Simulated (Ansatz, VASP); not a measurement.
**One calculation of CdTe, two programs**

Contents of POSCAR:

```
CdTe
1.0
    0.0000000000      3.1395734784      3.1395734784
    3.1395734784      0.0000000000      3.1395734784
    3.1395734784      3.1395734784      0.0000000000
Te Cd
1 1
Direct
    0.7500000000      0.7500000000      0.7500000000
    0.0000000000      0.0000000000      0.0000000000
```

INCAR.step1

```
SYSTEM = CdTe
PREC     = Accurate       ! precision mode
ENCUT    = 520            ! plane-wave cutoff, eV
EDIFF    = 1E-5           ! SCF threshold, eV
ISMEAR   = -1             ! smearing method
SIGMA    = 0.05           ! smearing width, eV
LREAL    = .FALSE.        ! projectors in reciprocal space
LASPH    = .TRUE.         ! aspherical terms in the spheres
NELM     = 80             ! most SCF steps
ALGO     = Normal         ! electronic algorithm
ISIF     = 2              ! what is computed and relaxed
LWAVE    = .TRUE.         ! write WAVECAR
LCHARG   = .FALSE.        ! write CHGCAR
NBANDS   = 16             ! bands
GGA      = PE             ! functional
```

INCAR.step2

```
SYSTEM = CdTe
PREC     = Accurate       ! precision mode
ENCUT    = 520            ! plane-wave cutoff, eV
EDIFF    = 1E-6           ! SCF threshold, eV
ISMEAR   = -1             ! smearing method
SIGMA    = 0.05           ! smearing width, eV
LREAL    = .FALSE.        ! projectors in reciprocal space
LASPH    = .TRUE.         ! aspherical terms in the spheres
NELM     = 80             ! most SCF steps
ALGO     = Normal         ! electronic algorithm
ISIF     = 2              ! what is computed and relaxed
LWAVE    = .FALSE.        ! write WAVECAR
LCHARG   = .FALSE.        ! write CHGCAR
GGA      = PE             ! functional
LHFCALC  = .TRUE.         ! exact exchange
AEXX     = 0.25           ! exact-exchange fraction
PRECFOCK = Normal       
HFRCUT   = -1           
NBANDS   = 16             ! bands
ISTART   = 1
```

The input KPOINTS:

```
Automatic mesh
0
G
  4 4 4
  0 0 0
```

Contents of input.yaml:

```yaml
crystal:
  lattice:
    - [0.0, 3.1395734784, 3.1395734784]
    - [3.1395734784, 0.0, 3.1395734784]
    - [3.1395734784, 3.1395734784, 0.0]
  atoms:
    - { symbol: Te, position: [0.75, 0.75, 0.75] }
    - { symbol: Cd, position: [0.0, 0.0, 0.0] }
hamiltonian:
  xc: pbe0
  pseudopotentials: { kind: paw }
kpoints:
  mp_grid: { grid: [4, 4, 4] }
scf:
  occupations: { method: fermi_dirac, width: 0.05 }
output:
  forces: true
  stress: true
  eigenvalues: true
```

Alike in both runs: task single point; functional PBE0; k mesh 4 × 4 × 4; occupations fermi-dirac, width 0.05 eV; no spin polarisation.

|  | VASP | Ansatz |
| --- | --- | --- |
| version | VASP 6.6.1 | Ansatz 0.2.0 |
| potentials or method | VASP PAW PBE potentials, release 64 (Te, Cd) | Ansatz PAW |
| plane-wave cutoff (eV) | 520 | 420 |
| valence electrons in the cell | 18 | 36 |

Ansatz gave:

```
gap on the k mesh at the Fermi level (eV) : 2.63
least direct gap on the mesh (eV)         : 2.63
pressure (GPa)                            : 7.3
```

Problem. Which values does VASP return?

Solution. gap on the k mesh at the Fermi level (eV): 2.55; least direct gap on the mesh (eV): 2.55; pressure (GPa): 7.3.

The two sets of potentials don't hold the same shells in valence.

Caveats: the k mesh is coarse (spacing up to 0.43 Å⁻¹), so the values aren't converged, least of all with exact exchange; spin-orbit coupling is left out, which moves the levels of the heavy elements; the PAW data sets were made with another functional, which shifts forces and pressure a little (VASP); the PAW data sets come from PBE, with cores solved anew for the run's functional, which leaves a small shift of forces and pressure (Ansatz); the thresholds are loose for stress (Ansatz).
